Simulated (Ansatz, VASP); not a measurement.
One calculation of Tl, two programs

```
Tl
1.0
    -1.98934    1.98934    1.98934
     1.98934   -1.98934    1.98934
     1.98934    1.98934   -1.98934
Tl
1
Direct
  0.00000 0.00000 0.00000
```

Alike in both runs: functional PBE; k mesh 15 × 15 × 15; occupations fermi-dirac, width 0.08 eV; no spin polarisation.

Ansatz relaxed the structure, and its values are those at the end. VASP's run is a single point on that final structure, the one shown.

```csv
,VASP,Ansatz
version,VASP 6.6.1,Ansatz 0.2.0
potentials or method,"VASP PAW PBE potentials, release 64 (Tl_d)","PAW with Ansatz's default frozen-core files, scalar-relativistic"
plane-wave cutoff (eV),520,420
valence electrons in the cell,13,13
```

|  | VASP | Ansatz | Ansatz less VASP |
| --- | --- | --- | --- |
| pressure (GPa) | -0.1 | 0.0 | +0.06 |

The functional is the same, so the differences come from potentials, cutoffs and numerics.

The runs have no spin-orbit coupling, so splittings on Tl are missing.
